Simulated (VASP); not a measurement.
Ga2O3, 10 atoms in the cell. It takes space group C2/m (No. 12, monoclinic). Conventional cell: a = 12.156 Å, b = 3.023 Å, c = 5.763 Å, α = 90.00°, β = 103.71°, γ = 90.00°. Ga (site symmetry m) has 4 O at 1.82 to 1.86 Å as nearest neighbours. Around Ga (site symmetry m) lie 6 O at 1.92 to 2.06 Å. Around O (site symmetry m) lie 3 Ga at 1.82 to 1.93 Å. O (site symmetry m) has 4 Ga at 1.86 to 2.06 Å as nearest neighbours. Around O (site symmetry m) lie 3 Ga at 1.83 to 1.92 Å. 

| Item | Value |
| --- | --- |
| Program | VASP 6.6.1 |
| Task | relaxation of cell and atoms |
| Functional | LDA |
| Potentials or basis | VASP PAW LDA potentials, release 64 (Ga_d, O) |
| Cutoff | 600 eV |
| k mesh | 10 × 10 × 6 |
| Occupations | gaussian, width 0.03 eV |
| Spin | no spin polarisation |
| Further INCAR settings | ALGO = Normal; EDIFF = 1e-07; IBRION = 2; EDIFFG = -0.005; NSW = 90; ISIF = 3 |

Potentials or basis: VASP PAW LDA potentials, release 64 (Ga_d, O).

The run is started by

```bash
$ cat potpaw_LDA.64/Ga_d/POTCAR potpaw_LDA.64/O/POTCAR > POTCAR
$ mpirun -np 4 vasp_std > vasp.out
```

Hardware: 4 MPI ranks on Intel(R) Xeon(R) 6975P-C (Granite Rapids), on a shared host.

Task: How long does it take, and how much memory?

Result: Run time: 9.1 min on 4 MPI ranks on Intel(R) Xeon(R) 6975P-C (Granite Rapids) (shared host), peak memory 0.88 GiB a rank. Counts: scf iterations 23, k points 172, ion steps 2.
